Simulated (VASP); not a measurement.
Input of a VASP 6.6.1 run:

Contents of INCAR:

```
PREC     = Accurate       # precision mode
ENCUT    = 600            # plane-wave cutoff, eV
EDIFF    = 1E-6           # SCF threshold, eV
ISMEAR   = 0              # smearing method
SIGMA    = 0.1            # smearing width, eV
LREAL    = F              # projectors in reciprocal space
LASPH    = T              # aspherical terms in the spheres
NELM     = 100            # most SCF steps
ALGO     = Normal         # electronic algorithm
ISIF     = 3              # what is computed and relaxed
LWAVE    = F              # write WAVECAR
LCHARG   = F              # write CHGCAR
GGA      = PE             # functional
IBRION   = 2              # ionic algorithm
NSW      = 90             # ionic steps
EDIFFG   = -0.04          # ionic threshold
```

The input KPOINTS:

```
regular mesh
0
Gamma
  6 6 2
```

Contents of POSCAR:

```
As
1.0
    3.3074791725      0.0000000000      0.0000000000
   -1.6537395863      2.8643609859      0.0000000000
    0.0000000000      0.0000000000      9.0922244525
As
4
Direct
    0.0000000000      0.0000000000      0.0000000000
    0.0000000000      0.0000000000      0.5000000000
    0.3333333333      0.6666666667      0.0050000000
    0.6666666667      0.3333333333      0.5050000000
```

Potentials or basis: VASP PAW PBE potentials, release 64 (As).

Run with:

```bash
$ cat potpaw_PBE.64/As/POTCAR > POTCAR
$ mpirun -np 1 vasp_std > vasp.out
```

(1) Predict the band gap on the k mesh.

(2) Estimate the space group after relaxing (to 0.05 Å).

Results:

(1) none (metal or under the smearing width).

(2) P6_3mc (No. 186).

Caveat: the k mesh is coarse (spacing up to 0.37 Å⁻¹), so the values aren't converged.
